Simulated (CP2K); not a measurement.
Set up this calculation in CP2K 2026.2, as an ASE script.

| Property | Result |
| --- | --- |
| Task | relaxation of the atoms |
| Functional | PBEsol |
| Dispersion | D3(BJ) |
| Potentials or basis | GTH_POTENTIALS P GTH-PBE-q5, In GTH-PBE-q13; DZVP-MOLOPT-SR-GTH basis |
| Density cutoff | 6123 eV |
| k mesh | 6 × 6 × 1 |
| Occupations | fermi-dirac, width 0.1 eV |
| Spin | no spin polarisation |
| SCF solver | diagonalisation with k points |
| Quickstep method | GPW |
| EPS_DEFAULT | 1.0E-10 |
| EPS_SCF | 1.0E-6 |
| MAX_SCF | 100 |
| SCF_GUESS | ATOMIC |
| Mesh centred on Gamma | yes |
| CHOLESKY | OFF |
| EPS_EIGVAL | 1.0E-7 |
| MIXING METHOD | BROYDEN_MIXING |
| MIXING ALPHA | 0.2 |
| NBUFFER | 8 |
| NGRIDS | 5 |
| EXTRAPOLATION | USE_PREV_P |
| Basis sets | P DZVP-MOLOPT-SR-GTH-q5, In DZVP-MOLOPT-SR-GTH-q13 |
| Potentials | P GTH-PBE-q5 of GTH_POTENTIALS, In GTH-PBE-q13 of GTH_POTENTIALS |
| ADDED_MOS | [22] |
| Surface dipole correction | yes |
| ASE optimiser | LBFGS |
| Most steps | 40 |
| Atoms held (from 0) | [0, 1, 2, 3] |
| Force threshold (eV/A) | 0.03 eV/Å |
| REL_CUTOFF (Ry) | 60 Ry |
| SURF_DIP_POS (A) | 0 Å |
| MIXING BETA (1/bohr) | 1.5 1/bohr |
| CUTOFF of the grids | 450 Ry |
| Cutoff radius of the dispersion sum (A) | 20 |

InP, a slab with vacuum:

```
P In
1.0
     4.03758    0.00000    0.00000
    -2.01879    3.49665    0.00000
     0.00000    0.00000   26.53835
P In
4 4
Direct
  0.33333 0.66667 0.28261
  0.00000 0.00000 0.40683
  0.66667 0.33333 0.53106
  0.33333 0.66667 0.65528
  0.66667 0.33333 0.34472
  0.33333 0.66667 0.46894
  0.00000 0.00000 0.59317
  0.66667 0.33333 0.71739
```

The cell isn't the ideal one: the (1 1 1) slab of InP, cut from the database cell, not relaxed.

These files were run (other wordings do the same):

inp_relax.py

```python
from ase import Atoms
from ase.optimize import LBFGS
from ase.io import Trajectory
from ase.constraints import FixAtoms
from ase.calculators.cp2k import CP2K

atoms = Atoms(['P', 'In', 'P', 'In', 'P', 'In', 'P', 'In'],
              cell=[[4.0375797206, 0.0, 0.0], [-2.0187898603, 3.4966466078, 0.0], [0.0, 0.0, 26.5383451298]],
              scaled_positions=[[0.3333333333, 0.6666666667, 0.2826099353], [0.6666666667, 0.3333333333, 0.3447213824], [0.0, 0.0, 0.4068328294], [0.3333333333, 0.6666666667, 0.4689442765], [0.6666666667, 0.3333333333, 0.5310557235], [0.0, 0.0, 0.5931671706], [0.3333333333, 0.6666666667, 0.6552786176], [0.6666666667, 0.3333333333, 0.7173900647]],
              pbc=True)

inp = """
&FORCE_EVAL
  &DFT
    BASIS_SET_FILE_NAME BASIS_MOLOPT
    POTENTIAL_FILE_NAME GTH_POTENTIALS
    SURFACE_DIPOLE_CORRECTION T
    SURF_DIP_DIR Z
    SURF_DIP_POS 0.0
    &MGRID
      CUTOFF 450
      REL_CUTOFF 60
      NGRIDS 5
    &END MGRID
    &QS
      METHOD GPW
      EPS_DEFAULT 1.0E-10
      EXTRAPOLATION USE_PREV_P
    &END QS
    &KPOINTS
      SCHEME MONKHORST-PACK 6 6 1
      GAMMA_CENTERED T
    &END KPOINTS
    &SCF
      SCF_GUESS ATOMIC
      EPS_SCF 1.0E-6
      MAX_SCF 100
      ADDED_MOS 22
      CHOLESKY OFF
      EPS_EIGVAL 1.0E-7
      &DIAGONALIZATION ON
        ALGORITHM STANDARD
      &END DIAGONALIZATION
      &MIXING ON
        METHOD BROYDEN_MIXING
        ALPHA 0.2
        BETA 1.5
        NBUFFER 8
      &END MIXING
      &SMEAR ON
        METHOD FERMI_DIRAC
        ELECTRONIC_TEMPERATURE [K] 1160.452
      &END SMEAR
    &END SCF
    &XC
      &XC_FUNCTIONAL
        &GGA_X_PBE_SOL
        &END GGA_X_PBE_SOL
        &GGA_C_PBE_SOL
        &END GGA_C_PBE_SOL
      &END XC_FUNCTIONAL
      &VDW_POTENTIAL
        POTENTIAL_TYPE PAIR_POTENTIAL
        &PAIR_POTENTIAL
          TYPE DFTD3(BJ)
          REFERENCE_FUNCTIONAL PBEsol
          PARAMETER_FILE_NAME dftd3.dat
          R_CUTOFF 20
        &END PAIR_POTENTIAL
      &END VDW_POTENTIAL
    &END XC
    &PRINT
      &KPOINTS ON
      &END KPOINTS
      &MULLIKEN ON
      &END MULLIKEN
      &MO ON
        ENERGIES T
        OCCUPATION_NUMBERS T
        &EACH
          QS_SCF 0
        &END EACH
        ADD_LAST NUMERIC
      &END MO
      &LOWDIN ON
      &END LOWDIN
      &HIRSHFELD ON
        SHAPE_FUNCTION DENSITY
      &END HIRSHFELD
    &END PRINT
  &END DFT
  &SUBSYS
    &KIND P
      BASIS_SET DZVP-MOLOPT-SR-GTH-q5
      POTENTIAL GTH-PBE-q5
    &END KIND
    &KIND In
      BASIS_SET DZVP-MOLOPT-SR-GTH-q13
      POTENTIAL GTH-PBE-q13
    &END KIND
    &PRINT
      &ATOMIC_COORDINATES ON
      &END ATOMIC_COORDINATES
      &CELL ON
      &END CELL
    &END PRINT
  &END SUBSYS
  &PRINT
    &FORCES ON
    &END FORCES
  &END PRINT
&END FORCE_EVAL
"""
calc = CP2K(command='cp2k.psmp -s', label='inp_relax', inp=inp, print_level='LOW', stress_tensor=False,
            basis_set=None, basis_set_file=None, pseudo_potential=None, potential_file=None,
            xc=None, cutoff=None, max_scf=None, uks=None, multiplicity=None, poisson_solver=None, force_eval_method='Quickstep')
atoms.calc = calc

atoms.set_constraint(FixAtoms([0, 1, 2, 3]))
opt = LBFGS(atoms)
opt.attach(Trajectory('steps.traj', 'w', atoms))
done = opt.run(fmax=0.03, steps=40)
print('converged:', done)
print('cell (A, degrees):', atoms.cell.cellpar())
print(atoms.get_scaled_positions())
print('energy (eV):', atoms.get_potential_energy())
print('forces (eV/A):')
print(atoms.get_forces())
```

Potentials or basis: GTH_POTENTIALS P GTH-PBE-q5, In GTH-PBE-q13; DZVP-MOLOPT-SR-GTH basis.

The run is started by

```bash
$ OMP_NUM_THREADS=4 python inp_relax.py
```

It gave:

```json
{"Energy gained by relaxing": "47.9 meV/atom", "Ionic steps": "20", "Band gap on the k mesh": "none (metal or under the smearing width)", "Mulliken charges": "P +0.04, -0.20, -0.22, -0.26; In +0.10, +0.18, +0.12, +0.23 e", "Hirshfeld charges": "P -0.06, -0.18, -0.20, -0.22; In +0.14, +0.18, +0.19 e"}
```

Caveat: Mulliken charges move with the basis; the potentials were made for another functional, which shifts forces and pressure; the basis of atomic orbitals isn't converged, which shifts pressures, moduli and gaps.

Run time: 23 min on 4 threads of Intel(R) Xeon(R) Platinum 8488C (Sapphire Rapids), with other jobs on the host, peak memory 1.2 GiB.
